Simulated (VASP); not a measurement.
## KI: band structure with LDA

**The experiment to reproduce.**

A printed reference work, monograph reports, for a bulk crystal of KI: band gap 6.32 eV.

The system is KI.

```
I K
1.0
     0.00000    3.53277    3.53277
     3.53277    0.00000    3.53277
     3.53277    3.53277    0.00000
I K
1 1
Direct
  0.50000 0.50000 0.50000
  0.00000 0.00000 0.00000
```

- Program: VASP 6.6.1
- Task: band structure
- Functional: LDA
- Potentials or basis: VASP PAW LDA potentials, release 64 (I, K_sv)
- Cutoff: 520 eV
- k mesh: 8 × 8 × 8
- Occupations: gaussian, width 0.02 eV
- Spin: no spin polarisation
- Ladder: gaps
- Further INCAR settings: ALGO = Fast; EDIFF = 1e-06; NBANDS = 15

```
Band gap on the k mesh  : 3.62 eV, direct
Band gap along the path : 3.62 eV, direct
```

Levels at the corners of the path, in eV from the valence-band top:
```
point  band 6  band 7  band 8  band 9  band 10  band 11
    Γ    0.00    0.00    0.00    3.62     6.28     6.28
    X   -1.04   -0.38   -0.38    4.69     5.48     7.95
    X   -1.04   -0.38   -0.38    4.69     5.48     7.95
    W   -0.76   -0.76   -0.63    6.23     6.23     6.38
    W   -0.76   -0.76   -0.63    6.23     6.23     6.38
    K   -0.89   -0.79   -0.40    5.36     6.37     7.37
    K   -0.89   -0.79   -0.40    5.36     6.37     7.37
    Γ    0.00    0.00    0.00    3.62     6.28     6.28
    Γ    0.00    0.00    0.00    3.62     6.28     6.28
    L   -1.39   -0.35   -0.35    5.25     7.44     7.96
    L   -1.39   -0.35   -0.35    5.25     7.44     7.96
    U   -0.89   -0.79   -0.40    5.36     6.37     7.37
    U   -0.89   -0.79   -0.40    5.36     6.37     7.37
    W   -0.76   -0.76   -0.63    6.23     6.23     6.38
    W   -0.76   -0.76   -0.63    6.23     6.23     6.38
    L   -1.39   -0.35   -0.35    5.25     7.44     7.96
    L   -1.39   -0.35   -0.35    5.25     7.44     7.96
    K   -0.89   -0.79   -0.40    5.36     6.37     7.37
    U   -0.89   -0.79   -0.40    5.36     6.37     7.37
    X   -1.04   -0.38   -0.38    4.69     5.48     7.95
```

It took 84 s on 1 thread of Intel(R) Xeon(R) 6975P-C (Granite Rapids), on a shared host, peak memory 0.33 GiB.

Against the measured gap of KI, 6.32 eV (a printed reference work, monograph), the calculated 3.62 eV is off by -2.70 eV. Spin-orbit coupling on I is left out. The value is that of LDA, without temperature or zero-point motion. Semilocal functionals fall short of measured gaps as a rule.

Caveat: the log is that of the step along the path at fixed density, whose energy, stress, charges and moments have no meaning; spin-orbit coupling is left out, which moves the levels of the heavy elements.
